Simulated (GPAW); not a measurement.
Runs of GPAW 26.7.0 on InSe. It takes space group R3m (No. 160, trigonal). Conventional cell: a = 4.000 Å, b = 4.000 Å, c = 25.320 Å, α = 90.00°, β = 90.00°, γ = 120.00°. Around In (site symmetry 3m) lie 3 Se at 2.63 Å and 1 In at 2.82 Å. Around In (site symmetry 3m) lie 3 Se at 2.64 Å and 1 In at 2.82 Å. Se (site symmetry 3m) has 3 In at 2.63 Å as nearest neighbours. Around Se (site symmetry 3m) lie 3 In at 2.64 Å. 

```csv
level,potentials or basis,cutoff (eV),smearing,maxiter,convergence,gap on the mesh (eV),pressure (GPa),largest force (eV/Å)
PBEsol,"PAW data sets generated in the run's folder for this functional, pw",500,fermi-dirac 0.05 eV,120,default,0.34,-0.4,0.31
PBEsol,"PAW data sets generated in the run's folder for this functional, pw",500,fermi-dirac 0.01 eV,150,-,0.34,-0.4,0.31
LDA,"the program's PAW data sets (release 1.2.1) made for this functional, pw",500,fermi-dirac 0.05 eV,80,-,(b),-2.1,0.25
PBEsol,"PAW data sets generated in the run's folder for this functional, pw",450,fermi-dirac 0.05 eV,120,default,0.34,-1.1,0.31
BLYP,"PAW data sets generated in the run's folder for this functional, pw",450,fermi-dirac 0.05 eV,80,-,0.36,(a),0.45
```

Alike in all rows: task single point; no spin polarisation; cell as given; k mesh 6 × 6 × 6.

Task: Fill in the values left out.

Result: (a) 4.3; (b) 0.21.

Caveats: the cutoff is short for stress and forces, so pressures can be off by a GPa or more; spin-orbit coupling is left out, which moves the levels of the heavy elements.

A k mesh can miss the band edges, and the runs leave out spin-orbit coupling on In, Se.

Not every run made on this cell is shown here.
